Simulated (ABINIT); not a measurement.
# TiC (Fm-3m) in ABINIT: further runs

One crystal, TiC, is run at these levels: PBE; tasks: equation of state.

Program: ABINIT 10.8.3 (patched build). These are calculated values, not measurements. Logs are shortened: lines on timing, memory, paths and dates and some standing lists are left out, and cuts for length are marked. The log counts tension as positive stress, the text compression.

## (1) The structure

The structure is cubic, space group Fm-3m (No. 225). The conventional cell has a = 4.331 Å, b = 4.331 Å, c = 4.331 Å, α = 90.00°, β = 90.00°, γ = 90.00°. Ti (site symmetry m-3m) is surrounded by 6 C at 2.17 Å. C (site symmetry m-3m) has 6 Ti at 2.17 Å as nearest neighbours.

The cell is a database's computed one.

## (2) Equation of state, PBE

File run.abi:

```
# Datasets: one volume each
ndtset 7
getwfk -1
scalecart1 3*0.9795861087
scalecart2 3*0.9864848297
scalecart3 3*0.9932883884
scalecart4 3*1.0000000000
scalecart5 3*1.0066227096
scalecart6 3*1.0131594038
scalecart7 3*1.0196128224

# Pseudopotentials
pp_dirpath "./"
pseudos "Ti.upf, C.upf"

# Structure
acell 5.7878323139 5.7878323139 5.7878323139
rprim
     0.0000000000     0.7071067812     0.7071067812
     0.7071067812     0.0000000000     0.7071067812
     0.7071067812     0.7071067812     0.0000000000
ntypat 2
znucl 22 6
natom 2
typat 1 2
xred
     0.0000000000     0.0000000000     0.0000000000
     0.5000000000     0.5000000000     0.5000000000

# Plane-wave basis
ecut 42.0

# k points
kptopt 1
ngkpt 11 11 11
nshiftk 1
shiftk 0.0 0.0 0.0

# Exchange and correlation
ixc 11

# Bands and occupations
nband 12
occopt 3
tsmear 0.00183747

# SCF cycle
nstep 100
tolvrs 1.0e-10

# Output
iomode 3
prtwf 1
prtden 0
prteig 0
prtebands 0
enunit 1
```

Potentials or basis: PseudoDojo NC SR PBE v0.4.1 standard.

Command:

```sh
> abinit run.abi > log 2>&1
```

run.abo:

```text
.Version 10.8.3 of ABINIT
 DATASET    1 : space group Fm -3 m (#225); Bravais cF (face-center cubic)
================================================================================
 Values of the parameters that define the memory need for DATASET  1.
     intxc =       0    ionmov =       0      iscf =       7    lmnmax =       6
     lnmax =       6     mgfft =      36  mpssoang =       3    mqgrid =    3001
     natom =       2  nloc_mem =       1    nspden =       1   nspinor =       1
    nsppol =       1      nsym =      48    n1xccc =    2501    ntypat =       2
    occopt =       3   xclevel =       2
       mpw =        1696          nfft =       46656          nkpt =          56
================================================================================
================================================================================
[... 61 lines left out ...]
 DATASET    7 : space group Fm -3 m (#225); Bravais cF (face-center cubic)
================================================================================
 Values of the parameters that define the memory need for DATASET  7.
     intxc =       0    ionmov =       0      iscf =       7    lmnmax =       6
     lnmax =       6     mgfft =      36  mpssoang =       3    mqgrid =    3001
     natom =       2  nloc_mem =       1    nspden =       1   nspinor =       1
    nsppol =       1      nsym =      48    n1xccc =    2501    ntypat =       2
    occopt =       3   xclevel =       2
       mpw =        1908          nfft =       46656          nkpt =          56
================================================================================
================================================================================

--------------------------------------------------------------------------------
------------- Echo of variables that govern the present computation ------------
--------------------------------------------------------------------------------
 -outvars: echo values of preprocessed input variables --------
            acell      5.7878323139E+00  5.7878323139E+00  5.7878323139E+00 Bohr
              amu      4.78800000E+01  1.20110000E+01
             ecut      4.20000000E+01 Hartree
           enunit           1
           getwfk          -1
                       outvar_i_n : Printing only first  50 k-points.
              ixc          11
           jdtset        1    2    3    4    5    6    7
                       outvar_i_n : Printing only first  50 k-points.
         kptrlatt       11    0    0      0   11    0      0    0   11
          kptrlen1     6.23664815E+01
          kptrlen2     6.28056965E+01
          kptrlen3     6.32388529E+01
          kptrlen4     6.36661555E+01
          kptrlen5     6.40877979E+01
          kptrlen6     6.45039641E+01
          kptrlen7     6.49148285E+01
            natom           2
            nband          12
           ndtset           7
            ngfft          36      36      36
             nkpt          56
            nstep         100
             nsym          48
           ntypat           2
                       prtocc : prtvol=0, do not print more k-points.
           occopt           3
           prtden           0
        prtebands           0
           prteig           0
            rprim1     0.0000000000E+00  6.9267198023E-01  6.9267198023E-01
                       6.9267198023E-01  0.0000000000E+00  6.9267198023E-01
                       6.9267198023E-01  6.9267198023E-01  0.0000000000E+00
            rprim2     0.0000000000E+00  6.9755011263E-01  6.9755011263E-01
                       6.9755011263E-01  0.0000000000E+00  6.9755011263E-01
                       6.9755011263E-01  6.9755011263E-01  0.0000000000E+00
            rprim3     0.0000000000E+00  7.0236095512E-01  7.0236095512E-01
                       7.0236095512E-01  0.0000000000E+00  7.0236095512E-01
                       7.0236095512E-01  7.0236095512E-01  0.0000000000E+00
            rprim4     0.0000000000E+00  7.0710678120E-01  7.0710678120E-01
                       7.0710678120E-01  0.0000000000E+00  7.0710678120E-01
                       7.0710678120E-01  7.0710678120E-01  0.0000000000E+00
            rprim5     0.0000000000E+00  7.1178974407E-01  7.1178974407E-01
                       7.1178974407E-01  0.0000000000E+00  7.1178974407E-01
                       7.1178974407E-01  7.1178974407E-01  0.0000000000E+00
            rprim6     0.0000000000E+00  7.1641188486E-01  7.1641188486E-01
                       7.1641188486E-01  0.0000000000E+00  7.1641188486E-01
                       7.1641188486E-01  7.1641188486E-01  0.0000000000E+00
            rprim7     0.0000000000E+00  7.2097514092E-01  7.2097514092E-01
                       7.2097514092E-01  0.0000000000E+00  7.2097514092E-01
                       7.2097514092E-01  7.2097514092E-01  0.0000000000E+00
          spgroup         225
           tolvrs      1.00000000E-10
           tsmear      1.83747000E-03 Hartree
            typat      1  2
                       outvars : Printing only first  50 k-points.
           xangst1     0.0000000000E+00  0.0000000000E+00  0.0000000000E+00
                       2.1215080932E+00  2.1215080932E+00  2.1215080932E+00
           xangst2     0.0000000000E+00  0.0000000000E+00  0.0000000000E+00
                       2.1364487833E+00  2.1364487833E+00  2.1364487833E+00
           xangst3     0.0000000000E+00  0.0000000000E+00  0.0000000000E+00
                       2.1511833786E+00  2.1511833786E+00  2.1511833786E+00
           xangst4     0.0000000000E+00  0.0000000000E+00  0.0000000000E+00
                       2.1657188423E+00  2.1657188423E+00  2.1657188423E+00
           xangst5     0.0000000000E+00  0.0000000000E+00  0.0000000000E+00
                       2.1800617692E+00  2.1800617692E+00  2.1800617692E+00
           xangst6     0.0000000000E+00  0.0000000000E+00  0.0000000000E+00
                       2.1942184110E+00  2.1942184110E+00  2.1942184110E+00
           xangst7     0.0000000000E+00  0.0000000000E+00  0.0000000000E+00
                       2.2081947013E+00  2.2081947013E+00  2.2081947013E+00
            xcart1     0.0000000000E+00  0.0000000000E+00  0.0000000000E+00
                       4.0090692701E+00  4.0090692701E+00  4.0090692701E+00
            xcart2     0.0000000000E+00  0.0000000000E+00  0.0000000000E+00
                       4.0373030825E+00  4.0373030825E+00  4.0373030825E+00
            xcart3     0.0000000000E+00  0.0000000000E+00  0.0000000000E+00
                       4.0651474321E+00  4.0651474321E+00  4.0651474321E+00
            xcart4     0.0000000000E+00  0.0000000000E+00  0.0000000000E+00
                       4.0926154776E+00  4.0926154776E+00  4.0926154776E+00
            xcart5     0.0000000000E+00  0.0000000000E+00  0.0000000000E+00
                       4.1197196814E+00  4.1197196814E+00  4.1197196814E+00
            xcart6     0.0000000000E+00  0.0000000000E+00  0.0000000000E+00
                       4.1464718573E+00  4.1464718573E+00  4.1464718573E+00
            xcart7     0.0000000000E+00  0.0000000000E+00  0.0000000000E+00
                       4.1728832181E+00  4.1728832181E+00  4.1728832181E+00
             xred      0.0000000000E+00  0.0000000000E+00  0.0000000000E+00
                       5.0000000000E-01  5.0000000000E-01  5.0000000000E-01
            znucl       22.00000    6.00000

================================================================================

 chkinp: Checking input parameters for consistency, jdtset=   1.

 chkinp: Checking input parameters for consistency, jdtset=   2.
[... 33 lines left out ...]
 getcut: wavevector=  0.0000  0.0000  0.0000  ngfft=  36  36  36
         ecut(hartree)=     42.000   => boxcut(ratio)=   2.17648

--- Pseudopotential description ------------------------------------------------
- pspini: atom type   1  psp file is ./Ti.upf
12 -101130 2 -1 1586                          pspcod,pspxc,lmax,lloc,mmax
     nproj     2     2     2

- pspini: atom type   2  psp file is ./C.upf
12 -101130 1 -1 1248                          pspcod,pspxc,lmax,lloc,mmax
     nproj     2     2     0

   3.03918597E+02                                ecore*ucvol(ha*bohr**3)
--------------------------------------------------------------------------------

================================================================================

--- !BeginCycle
iteration_state: {dtset: 1, }
solver: {iscf: 7, nstep: 100, nline: 4, wfoptalg: 0, }
tolerances: {tolvrs: 1.00E-10, }
...
[... 1018 lines left out ...]
-Cartesian components of stress tensor (GPa)         [Pressure= -1.2764E+01 GPa]
- sigma(1 1)=  1.27641459E+01  sigma(3 2)=  0.00000000E+00
- sigma(2 2)=  1.27641459E+01  sigma(3 1)=  0.00000000E+00
- sigma(3 3)=  1.27641459E+01  sigma(2 1)=  0.00000000E+00

== END DATASET(S) ==============================================================
================================================================================

 -outvars: echo values of variables after computation  --------
            acell      5.7878323139E+00  5.7878323139E+00  5.7878323139E+00 Bohr
           etotal1    -6.5438488322E+01
           etotal2    -6.5439861903E+01
           etotal3    -6.5440659599E+01
           etotal4    -6.5440936587E+01
           etotal5    -6.5440742722E+01
           etotal6    -6.5440122823E+01
           etotal7    -6.5439117971E+01
            fcart1    -0.0000000000E+00 -0.0000000000E+00 -0.0000000000E+00
                      -0.0000000000E+00 -0.0000000000E+00 -0.0000000000E+00
            fcart2    -0.0000000000E+00 -0.0000000000E+00 -0.0000000000E+00
                      -0.0000000000E+00 -0.0000000000E+00 -0.0000000000E+00
            fcart3    -0.0000000000E+00 -0.0000000000E+00 -0.0000000000E+00
                      -0.0000000000E+00 -0.0000000000E+00 -0.0000000000E+00
            fcart4    -0.0000000000E+00 -0.0000000000E+00 -0.0000000000E+00
                      -0.0000000000E+00 -0.0000000000E+00 -0.0000000000E+00
            fcart5    -0.0000000000E+00 -0.0000000000E+00 -0.0000000000E+00
                      -0.0000000000E+00 -0.0000000000E+00 -0.0000000000E+00
[... 38 lines left out ...]
                       0.0000000000E+00  0.0000000000E+00  0.0000000000E+00
           xangst1     0.0000000000E+00  0.0000000000E+00  0.0000000000E+00
                       2.1215080932E+00  2.1215080932E+00  2.1215080932E+00
           xangst2     0.0000000000E+00  0.0000000000E+00  0.0000000000E+00
                       2.1364487833E+00  2.1364487833E+00  2.1364487833E+00
           xangst3     0.0000000000E+00  0.0000000000E+00  0.0000000000E+00
                       2.1511833786E+00  2.1511833786E+00  2.1511833786E+00
           xangst4     0.0000000000E+00  0.0000000000E+00  0.0000000000E+00
                       2.1657188423E+00  2.1657188423E+00  2.1657188423E+00
           xangst5     0.0000000000E+00  0.0000000000E+00  0.0000000000E+00
                       2.1800617692E+00  2.1800617692E+00  2.1800617692E+00
           xangst6     0.0000000000E+00  0.0000000000E+00  0.0000000000E+00
                       2.1942184110E+00  2.1942184110E+00  2.1942184110E+00
           xangst7     0.0000000000E+00  0.0000000000E+00  0.0000000000E+00
                       2.2081947013E+00  2.2081947013E+00  2.2081947013E+00
             xred      0.0000000000E+00  0.0000000000E+00  0.0000000000E+00
                       5.0000000000E-01  5.0000000000E-01  5.0000000000E-01
 Calculation completed.
```

Run time: 4.6 min. Hardware: 1 thread of Arm Neoverse V1, shared host; peak memory 0.12 GiB.

What came out:

```
Equilibrium volume                      : 10.17 Å³/atom
Bulk modulus                            : 251 GPa
Pressure derivative of the bulk modulus : 4.0
```

Energy against volume, from the lowest point:
| volume (Å³/atom) | energy (meV/atom) |
| --- | --- |
| 9.548 | 33.31 |
| 9.752 | 14.62 |
| 9.955 | 3.77 |
| 10.158 | 0.00 |
| 10.361 | 2.64 |
| 10.564 | 11.07 |
| 10.767 | 24.74 |

Caveat: pressures at fixed basis lie under the slope of the energies.

## (3) Equation of state, PBE

run.abi is that of step 2.

Potentials or basis: PseudoDojo NC SR PBE v0.4 stringent.

Command:

```sh
> abinit run.abi > log 2>&1
```

Run time: 4.6 min. Hardware: 1 thread of Arm Neoverse V1, shared host; peak memory 0.12 GiB.

The run converged. Its results:

- Equilibrium volume: 10.17 Å³/atom
- Bulk modulus: 251 GPa
- Pressure derivative of the bulk modulus: 4.0

Energy against volume, from the lowest point:
```tsv
volume (Å³/atom)	energy (meV/atom)
9.548	33.31
9.752	14.62
9.955	3.77
10.158	0.00
10.361	2.64
10.564	11.07
10.767	24.74
```

Caveat: pressures at fixed basis lie under the slope of the energies.

## (4) Equation of state, PBE

run.abi is that of step 3.

Potentials or basis: PseudoDojo NC SR PBE v0.5 standard.

Command:

```sh
> abinit run.abi > log 2>&1
```

It took 4.6 min on 1 thread of Arm Neoverse V1, shared host; peak memory 0.12 GiB.

The run converged. Its results:

```
Equilibrium volume                      : 10.17 Å³/atom
Bulk modulus                            : 251 GPa
Pressure derivative of the bulk modulus : 4.0
```

Energy against volume, from the lowest point:
```tsv
volume (Å³/atom)	energy (meV/atom)
9.548	33.31
9.752	14.62
9.955	3.77
10.158	0.00
10.361	2.64
10.564	11.07
10.767	24.74
```

Caveat: pressures at fixed basis lie under the slope of the energies.

## (5) The runs side by side

```csv
potentials or basis,V0 of scaled cells (Å³/atom),B0 (GPa)
PseudoDojo NC SR PBE v0.4.1 standard,10.17,251
PseudoDojo NC SR PBE v0.4 stringent,10.17,251
PseudoDojo NC SR PBE v0.5 standard,10.17,251
```

Alike in all rows: task equation of state; level PBE; no spin polarisation; cell as given; k mesh 11 × 11 × 11; cutoff (eV) 1143; smearing fermi-dirac 0.05 eV.

Caveats: pressures at fixed basis lie under the slope of the energies.

Absolute energies hang on the potentials; compare differences alone.
